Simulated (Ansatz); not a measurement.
## Hf3N4 at a changed volume: ¹⁴N nuclear quadrupole resonance

Cell: a structure deposited in the COD, relaxed with PBE at fixed cell and then changed (volume scaled by 0.98, ions relaxed).

Space group I-43d (No. 220); a = 6.6560 Å.

```csv
site,Wyckoff,site symmetry,x,y,z
Hf,12a,-4..,0.3750,0.0000,0.2500
N,16c,.3.,0.0696,0.0696,0.0696
```

One atom of each set is listed; the run and its k-mesh use a cell of 14 atoms with edges of 5.76, 5.76, 5.76 Å.

The numbers come from a DFT calculation in Ansatz (PBE, plane waves and PAW, scalar-relativistic, 420 eV cutoff, Γ-centred 6×6×6 k-points, Fermi–Dirac smearing 0.02 eV).

¹⁴N: I = 1, Q = 20.44 mb (year-2017 value). Static lattice, zero field.

(1) At which frequencies do the ¹⁴N NQR lines lie?

## Answers

(1) For I = 1 the lines are ν± = (3/4)|C_Q|(1 ± η/3) and ν₀ = |C_Q|η/2.

```tsv
site	atoms	V_zz (10²¹ V/m²)	C_Q (MHz)	η	line frequencies (MHz)
N	8	0.69	0.341	0.00	0.256
```

An axis of threefold or higher order runs through N, so V_zz lies along it and η is zero.

Without spin–orbit coupling the gradients at and beside Hf can be off by some per cent, at some sites by more. At this changed cell the PBE pressure is 8 GPa.
